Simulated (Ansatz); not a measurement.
An input for the plane-wave PAW code Ansatz:

```yaml
crystal:
  lattice:
    - [3.3182487138, 0.0, 0.0]
    - [-1.6591243569, 2.8736876822, 0.0]
    - [0.0, 0.0, 2.9655746321]
  atoms:
    - { symbol: Zr, position: [0.0, 0.0, 0.0] }
    - { symbol: C, position: [0.6666666667, 0.3333333333, 0.5] }
basis:
  ecutwfc: 500
  ecutrho_ratio: 4
kpoints:
  mp_grid: { grid: [12, 12, 12] }
hamiltonian:
  xc: r2scan
scf:
  occupations: { method: gaussian, width: 0.05 }
output:
  forces: true
  stress: true
  eigenvalues: true
  write_density: true
  write_potential: true
  elf: true
  volumetric_format: npy
relax:
  f_tol: 0.01
  max_steps: 40
  cell: { stress_tol: 0.1, fix: [volume] }
```

Launched as:
```sh
ansatz run input.yaml --threads 2 --pin off --max-ram 2662MiB --backend cpu --events-out ev --progress --plain --runs-dir out
```

The start was a prototype's sites filled with these elements. The Crystallography Open Database lists the compound in space group Fm-3m (rock salt), so this is a trial structure.

Question: About how long does the run take on 2 threads of Arm Neoverse V1, with other jobs on the host, and how much memory does it need?

Answer: About 26 s, with a peak of 0.45 GiB.

Output, machine lines left out:

```
Pseudopotentials: kind: paw
Pseudopotential: Zr, paw, valence charge 12, recommended cutoff 500 eV (meta_gga), Zr.paw.azcp
Pseudopotential: C, paw, valence charge 4, recommended cutoff 500 eV (meta_gga), C.paw.azcp
Crystal: 2 atoms, lattice volume = 28.279 Å³
Basis set: ecut = 500 eV, 707 PW (Γ), exchange–correlation on 100×100×96 points (64 copies of the dense FFT grid, shifted against one another)
Bands: 12, of which v1, the nominal top of the filled ones, is band 8 counted from 1 (7 counted from 0)
Symmetry: 12 space group operations
Space group: P-6m2 (ITA 187), of the structure as read, at distance tolerance 3.0e-5 Å
k-points: 133 of 1728 (time reversal used)
Initial density: superposition of atomic densities (neutral atoms: chi_scale 0, normalization atom), corrected by the library's trained network
Initial wavefunctions: pseudopotential atomic-orbital guess
Functional: x = r2scan, c = r2scan; τ floored in thin density (d = 2e-4 eV/Å³)
```

SCF trace (energy estimate counted from the last row; the run made several SCF loops, for ionic steps, more bands or searches for a lower state, numbered loop.iteration):
```tsv
iteration	ΔE (eV)	density residual (eV)
1.1	0.043	6.82e-2
1.2	1.6e-03	1.58e-2
1.3	4.0e-04	3.56e-4
1.4	1.0e-04	1.14e-5
1.5	9.0e-05	4.72e-6
1.6	9.1e-05	1.82e-7
1.7	9.1e-05	4.46e-9
2.1	1.1e-03	3.03e-4
2.2	7.5e-04	2.59e-5
2.3	7.5e-04	1.89e-5
2.4	7.5e-04	1.30e-6
2.5	7.5e-04	4.97e-8
3.1	2.0e-04	1.70e-4
…	…	…
4.1	1.0e-06	1.04e-9
4.2	0.000	3.50e-10
4.3	0.000	3.21e-10
4.4	0.000	4.65e-12
```

```
SCF converged after 4 iterations
Free energy (F): -4447.165783 eV
E sigma→0 (E₀):  -4447.165662 eV
Entropy (-TS):   -0.000242 eV (-0.121 meV/atom)
Fermi energy:    13.424030 eV
--- Forces (eV/Å), atoms counted from 1 ---
  atom   1  Zr     0.00000000     0.00000000     0.00000000
  atom   2  C      0.00000000     0.00000000     0.00000000
--- Stress (GPa, compression-positive) ---
       -6.985482       0.000000       0.000000
        0.000000      -6.985482       0.000000
        0.000000       0.000000      -6.936720
  P = ⅓ Tr σ = -6.9692 GPa (-69.692 kbar)
--- Relaxed structure (3 steps of the walk, 2 accepted, 1 SCFs on fresh bases) ---
  F+E_penalty+E_count = -4447.16578333 eV   max|allowed force component| = 1.758e-16 eV/Å   (the final SCF, on the basis selected at the relaxed cell)
  cell:  # Å, volume = 28.2786 Å³
    - [3.32064, 0.0, 0.0]
    - [-1.66032, 2.87576, 0.0]
    - [0.0, 0.0, 2.96131]
  atoms:
    - { symbol: Zr, position: [0.00000, 0.00000, 0.0] }
    - { symbol: C, position: [0.66667, 0.33333, 0.5] }
```

In short (r²SCAN): energy lowered by 0.0 meV/atom, pressure -7.0 GPa, gap on the mesh zero (metallic).

Total energies depend on the potentials used, so only differences within one code and one set of settings carry meaning.
